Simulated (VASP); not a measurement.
# Al in VASP: notebook, part 2 of 2

VASP 6.6.1.

## 3. Relaxation of the atoms, PBE

INCAR reads:

```
PREC = Accurate ; ENCUT = 520
EDIFF = 1E-6 ; ISMEAR = 1
SIGMA = 0.1 ; LREAL = F
LASPH = T ; NELM = 100
ALGO = Normal ; ISIF = 2
LWAVE = F ; LCHARG = F
LDIPOL = T ; IDIPOL = 3
DIPOL = 0.5 0.5 0.656 ; GGA = PE
IBRION = 2 ; NSW = 80
EDIFFG = -0.02
```

KPOINTS reads:

```
regular mesh
0
Gamma
  15 15 1
```

POSCAR reads:

```
Al
1.0
    1.4602435473      2.5292160153      0.0000000000
   -2.9204870946      0.0000000000      0.0000000000
    0.0000000000      0.0000000000     28.5828597884
Al
4
Direct
    0.3333333333      0.6666666667      0.5359819038
    0.0000000000      1.0000000000      0.6161404051
    0.6666666667      0.3333333333      0.6949455205
    0.3333333333      0.6666666667      0.7758730563
```

Potentials or basis: VASP PAW PBE potentials, release 64 (Al).

Started as:

```bash
> cat potpaw_PBE.64/Al/POTCAR > POTCAR
> mpirun -np 1 vasp_std > vasp.out
```

OUTCAR:

```text
PREC = Accurate
   ENCUT = 520
   EDIFF = 1E-6
   ISMEAR = 1
   LREAL = F
   LASPH = T
   NELM = 100
   ISIF = 2
   GGA = PE
   IBRION = 2
   NSW = 80
   EDIFFG = -0.02

 ion  position               nearest neighbor table
   1  0.333  0.667  0.536-   2 2.84   2 2.84   2 2.84
   2  0.000  0.000  0.616-   3 2.81   3 2.81   3 2.81   1 2.84   1 2.84   1 2.84
   3  0.667  0.333  0.695-   2 2.81   2 2.81   2 2.81   4 2.86   4 2.86   4 2.86
   4  0.333  0.667  0.776-   3 2.86   3 2.86   3 2.86

  LATTYP: Found a hexagonal cell.
 ALAT       =     2.9204870946
 C/A-ratio  =     9.7870180086

  Lattice vectors:

 A1 = (   1.4602435473,   2.5292160153,   0.0000000000)
 A2 = (  -2.9204870946,   0.0000000000,   0.0000000000)
 A3 = (   0.0000000000,   0.0000000000,  28.5828597884)

Analysis of symmetry for initial positions (statically):
=====================================================================
 Subroutine PRICEL returns:
 Original cell was already a primitive cell.

 Routine SETGRP: Setting up the symmetry group for a
 hexagonal supercell.

 Subroutine GETGRP returns: Found  6 space group operations
 (whereof  6 operations were pure point group operations)
 out of a pool of 24 trial point group operations.

The static configuration has the point symmetry C_3v.

Analysis of symmetry for dynamics (positions and initial velocities):
=====================================================================
 Subroutine PRICEL returns:
 Original cell was already a primitive cell.

 Routine SETGRP: Setting up the symmetry group for a
 hexagonal supercell.

 Subroutine GETGRP returns: Found  6 space group operations
 (whereof  6 operations were pure point group operations)
 out of a pool of 24 trial point group operations.

The dynamic configuration has the point symmetry C_3v.
[... 152 lines left out ...]
  free energy    TOTEN  =       -14.15609948 eV

  energy without entropy =      -14.15358574  energy(sigma->0) =      -14.15526157

------------------------ aborting loop because EDIFF is reached ----------------------------------------

  FORCE on cell =-STRESS in cart. coord.  units (eV):
  Direction    XX          YY          ZZ          XY          YZ          ZX
  --------------------------------------------------------------------------------------
  -------------------------------------------------------------------------------------
  Total       -2.0855246     -2.0855246     -0.0609853      0.0000000      0.0000000      0.0000000
  in kB      -15.8262861    -15.8262861     -0.4627955      0.0000000      0.0000000      0.0000000
  external PRESSURE =     -10.7051225 kB  Pullay stress =       0.0000000 kB
[... 95 lines left out ...]
  FREE ENERGIE OF THE ION-ELECTRON SYSTEM (eV)
  ---------------------------------------------------
  free  energy   TOTEN  =       -14.1566763492 eV

  energy  without entropy=      -14.1537582231  energy(sigma->0) =      -14.15570364

 dipolmoment           0.000000      0.000000      0.000216 electrons x Angstroem

--------------------------------------- Ionic step        4  -------------------------------------------

 number of electron      12.0000000 magnetization

 dipolmoment           0.000000      0.000000     -0.000183 electrons x Angstroem

 Free energy of the ion-electron system (eV)
  ---------------------------------------------------
  ext. energy  EPLUGINS =         0.00000000
  ---------------------------------------------------
  free energy    TOTEN  =       -14.15671797 eV

  energy without entropy =      -14.15383578  energy(sigma->0) =      -14.15575724

 E-fermi :  -0.1705     XC(G=0):  -3.8902

 val. band max:       -0.1902491569   @ k =   0.0667   0.0000   0.0000
 cond. band min:      -0.1454896317   @ k =   0.2667   0.2000   0.0000
 fundamental gap:      0.0447595252
 Fermi energy:        -0.1704622668

 k-point     1 :       0.0000    0.0000    0.0000
  band No.  band energies     occupation
      1     -10.8204      2.00000
      2      -9.6929      2.00000
      3      -8.0174      2.00000
      4      -5.6738      2.00000
      5      -3.2795      2.00000
      6      -0.2861      2.06933
      7       2.1930      0.00000
      8       3.4300      0.00000
      9       3.7900      0.00000
     10       4.4673      0.00000
[... 287 lines left out ...]
 k-point    24 :       0.4000    0.2000    0.0000
  band No.  band energies     occupation
      1      -4.5107      2.00000
      2      -4.4837      2.00000
      3      -3.4493      2.00000
      4      -3.4140      2.00000
      5      -2.0117      2.00000
      6      -1.4844      2.00000
      7      -0.2536      1.99508
      8       0.2467     -0.00000
      9       0.8742     -0.00000
     10       1.2729     -0.00000

 [... further k-points ...]

------------------------ aborting loop because EDIFF is reached ----------------------------------------

 vacuum level on the upper side and lower side of the slab       (xc-potential included)        -0.021        -0.051

  FORCE on cell =-STRESS in cart. coord.  units (eV):
  Direction    XX          YY          ZZ          XY          YZ          ZX
  --------------------------------------------------------------------------------------
  -------------------------------------------------------------------------------------
  Total       -2.0583863     -2.0583863     -0.0470624      0.0000000     -0.0000000      0.0000000
  in kB      -15.6203435    -15.6203435     -0.3571392      0.0000000     -0.0000000      0.0000000
  external PRESSURE =     -10.5326087 kB  Pullay stress =       0.0000000 kB
[... 19 lines left out ...]
  FREE ENERGIE OF THE ION-ELECTRON SYSTEM (eV)
  ---------------------------------------------------
  free  energy   TOTEN  =       -14.1567179677 eV

  energy  without entropy=      -14.1538357824  energy(sigma->0) =      -14.15575724

 reached required accuracy - stopping structural energy minimisation

 vacuum level on the upper side and lower side of the slab         3.777         3.754
```

OSZICAR:

```text
N       E                     dE             d eps       ncg     rms          rms(c)
DAV:   1     0.396375180464E+02    0.39638E+02   -0.39123E+03   540   0.833E+02
DAV:   2    -0.126459240762E+02   -0.52283E+02   -0.46823E+02   794   0.119E+02
DAV:   3    -0.147256382017E+02   -0.20797E+01   -0.19445E+01   742   0.242E+01
[... 38 lines left out ...]
DAV:   1    -0.141567190300E+02   -0.42259E-04   -0.59090E-04   606   0.160E-01    0.916E-03
DAV:   2    -0.141567289664E+02   -0.99364E-05   -0.16887E-04   682   0.696E-02    0.910E-03
DAV:   3    -0.141567203172E+02    0.86492E-05   -0.18409E-04   666   0.619E-02    0.434E-03
DAV:   4    -0.141567178395E+02    0.24777E-05   -0.21690E-05   696   0.246E-02    0.369E-03
DAV:   5    -0.141567179677E+02   -0.12815E-06   -0.11128E-06   442   0.860E-03
   4 F= -.14156718E+02 E0= -.14155757E+02  d E =-.416184E-04
```

It took 2.1 min on 1 thread of Intel Xeon Platinum 8559C (Emerald Rapids), shared host; peak memory 0.35 GiB.

What came out:

```
Free energy                  : -14.1567 eV
Energy gained by relaxing    : 0.2 meV/atom
Ionic steps                  : 4
Largest force after relaxing : 0.014 eV/Å
Band gap on the k mesh       : none (metal or under the smearing width)
```

Forces in eV/Å, atoms in the order of the input:
```
Al   0.000  0.000 -0.002
Al   0.000  0.000  0.014
Al   0.000  0.000 -0.003
Al   0.000  0.000 -0.009
```

The path:
```tsv
step	energy change (eV)	largest force (eV/Å)	pressure (GPa)
1	0.0000	0.0787	-1.07
2	-0.0004	0.0452	-1.06
3	-0.0006	0.0243	-1.05
4	-0.0006	0.0144	-1.05
```

Final structure:
```xyz
4
Lattice="1.4602 2.5292 0.0000 -2.9205 0.0000 0.0000 0.0000 0.0000 28.5829" Properties=species:S:1:pos:R:3 pbc="T T T"
Al   -1.4602    0.8431   15.3185
Al   -2.9205    0.0000   17.6105
Al    0.0000    1.6861   19.8731
Al   -1.4602    0.8431   22.1690
```
